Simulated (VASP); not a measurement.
Method: LDA (Ceperley-Alder, Perdew-Zunger), VASP's LDA PAW potentials (set 64) (plane waves; VASP).

Input for VASP

### INCAR
```
EDIFF  =  1E-7
SIGMA  =  0.1   ! width (eV)
LREAL  =  .False.   ! projection in real space or not
IBRION  =  2   ! conjugate gradients
ISIF  =  4
LMAXMIX  =  6   ! l cut-off of mixed one-centre charges
NSW  =  30   ! most ionic steps
NELM  =  100
MAGMOM  =  1.7 0.4
EDIFFG  =  -0.01   ! ionic stop
ENCUT  =  520
PREC  =  Accurate
LASPH  =  .True.
LCHARG  =  .False.
ISPIN  =  2   ! spin-polarised
LWAVE  =  .False.
ALGO  =  Normal   ! blocked Davidson
SYSTEM  =  CoPt
ISMEAR  =  1   ! Methfessel-Paxton
LORBIT  =  10
```

File KPOINTS:
```
Automatic mesh
0
Gamma
14 14 10
0 0 0
```

**POSCAR**
```
CoPt
1
    2.6373218706     0.0000000000     0.0000000000
    0.0000000000     2.6373218706     0.0000000000
    0.0000000000     0.0000000000     3.6189404752
Co Pt
1 1
Direct
  0.0000000000   0.0000000000   0.0000000000
  0.5000000000   0.5000000000   0.5000000000
```

POTCAR, in this order: Co Pt (LDA.64 set). Program: vasp_std.

The resulting files:

**OSZICAR**
```
       N       E                     dE             d eps       ncg     rms          rms(c)
DAV:   1     0.101673151156E+03    0.10167E+03   -0.89256E+03 12240   0.153E+03
DAV:   2    -0.130695024904E+02   -0.11474E+03   -0.10627E+03 12684   0.290E+02
DAV:   3    -0.172131441758E+02   -0.41436E+01   -0.40037E+01 14268   0.672E+01
DAV:   4    -0.172655603355E+02   -0.52416E-01   -0.52378E-01 14224   0.653E+00
DAV:   5    -0.172671217131E+02   -0.15614E-02   -0.15613E-02 14894   0.123E+00    0.183E+01
DAV:   6    -0.179364648952E+02   -0.66934E+00   -0.12575E+01 12474   0.853E+01    0.190E+01
DAV:   7    -0.159965182534E+02    0.19399E+01   -0.10560E+01 15026   0.896E+01    0.992E+00
DAV:   8    -0.158042889025E+02    0.19223E+00   -0.46360E-01 15748   0.125E+01    0.457E+00
DAV:   9    -0.157311770781E+02    0.73112E-01   -0.14955E-01 16654   0.905E+00    0.138E+00
DAV:  10    -0.157258734609E+02    0.53036E-02   -0.17262E-02 18514   0.234E+00    0.452E-01
DAV:  11    -0.157254619431E+02    0.41152E-03   -0.97965E-04 16972   0.578E-01    0.169E-01
DAV:  12    -0.157253662299E+02    0.95713E-04   -0.75472E-05 14726   0.112E-01    0.833E-02
DAV:  13    -0.157253552488E+02    0.10981E-04   -0.26313E-05 16978   0.950E-02    0.459E-02
DAV:  14    -0.157253494495E+02    0.57993E-05   -0.13949E-05 16594   0.913E-02    0.108E-02
DAV:  15    -0.157253493118E+02    0.13776E-06   -0.11215E-06 16346   0.151E-02    0.573E-03
DAV:  16    -0.157253492703E+02    0.41439E-07   -0.39341E-07 10450   0.165E-02
   1 F= -.15725349E+02 E0= -.15725504E+02  d E =-.157253E+02  mag=     2.0402
```

OUTCAR:
```
------------------------ aborting loop because EDIFF is reached ----------------------------------------
  FORCE on cell =-STRESS in cart. coord.  units (eV):
  Direction    XX          YY          ZZ          XY          YZ          ZX
  --------------------------------------------------------------------------------------
  Total       -0.0404055     -0.0404055     -0.0166700      0.0000000      0.0000000      0.0000000
  in kB       -2.5718358     -2.5718358     -1.0610534      0.0000000      0.0000000      0.0000000
  external PRESSURE =      -2.0682417 kB  Pullay stress =       0.0000000 kB
  volume of cell :       25.17
      direct lattice vectors                 reciprocal lattice vectors
     2.637321871  0.000000000  0.000000000     0.379172528  0.000000000  0.000000000
     0.000000000  2.637321871  0.000000000     0.000000000  0.379172528  0.000000000
     0.000000000  0.000000000  3.618940475     0.000000000  0.000000000  0.276323970
 POSITION                                       TOTAL-FORCE (eV/Angst)
 -----------------------------------------------------------------------------------
      0.00000      0.00000      0.00000         0.000000      0.000000      0.000000
      1.31866      1.31866      1.80947         0.000000      0.000000      0.000000
 -----------------------------------------------------------------------------------
    total drift:                               -0.000000      0.000000      0.000000
  FREE ENERGIE OF THE ION-ELECTRON SYSTEM (eV)
  ---------------------------------------------------
  free  energy   TOTEN  =       -15.7253492703 eV

  energy  without entropy=      -15.7258138209  energy(sigma->0) =      -15.72550412

 total charge

# of ion       s       p       d       tot
------------------------------------------
    1        0.435   0.492   7.289   8.216
    2        0.745   0.737   8.081   9.562
--------------------------------------------------
tot          1.179   1.229  15.370  17.778

 magnetization (x)

# of ion       s       p       d       tot
------------------------------------------
    1       -0.003  -0.007   1.672   1.662
    2       -0.012  -0.041   0.419   0.366
--------------------------------------------------
tot         -0.015  -0.047   2.091   2.028

 reached required accuracy - stopping structural energy minimisation
```
(Selected blocks of OUTCAR.)

OUTCAR:
```
 val. band max:       11.3156918552   @ k =   0.2143   0.1429   0.0000

 cond. band min:      11.3178836497   @ k =   0.5000   0.3571   0.5000


 Fermi energy:        11.3178800642

 spin component 1

 k-point     1 :       0.0000    0.0000    0.0000
  band No.  band energies     occupation
      1       1.0901      1.00000
      2       4.4991      1.00000
      3       4.5632      1.00000
      4       7.8996      1.00000
      5       7.8996      1.00000
      6       8.5068      1.00000
      7       9.5536      1.00000
      8       9.8760      1.00000
      9      11.0462      1.00042
     10      11.2294      1.00858
     11      11.2294      1.00858
     12      13.6826      0.00000
     13      22.0494      0.00000
     14      23.6613      0.00000

 k-point     2 :       0.0714    0.0000    0.0000
  band No.  band energies     occupation
      1       1.2359      1.00000
      2       4.5760      1.00000
      3       4.6715      1.00000
      4       7.8210      1.00000
      5       7.9421      1.00000
      6       8.5436      1.00000
      7       9.5115      1.00000
      8       9.8726      1.00000
      9      10.7324      1.00000
     10      10.9096      1.00000
     11      11.1906      1.03513
     12      14.3272      0.00000
     13      21.8632      0.00000
     14      23.0355      0.00000

 k-point     3 :       0.1429    0.0000    0.0000
  band No.  band energies     occupation
      1       1.6541      1.00000
      2       4.7441      1.00000
      3       5.0418      1.00000
      4       7.5884      1.00000
      5       8.0676      1.00000
      6       8.6336      1.00000
      7       9.3903      1.00000
      8       9.8816      1.00000
      9       9.8989      1.00000
     10      10.5552      1.00000
     11      11.0754      1.00161
     12      15.6135      0.00000
     13      20.7317      0.00000
     14      22.3845      0.00000

...
```

Unless said otherwise, spin-orbit coupling is left out, though it shifts the bands of the heavy elements here.

The compound is CoPt in the L1_0 structure. It was relaxed first, which changed the volume by -6 %.
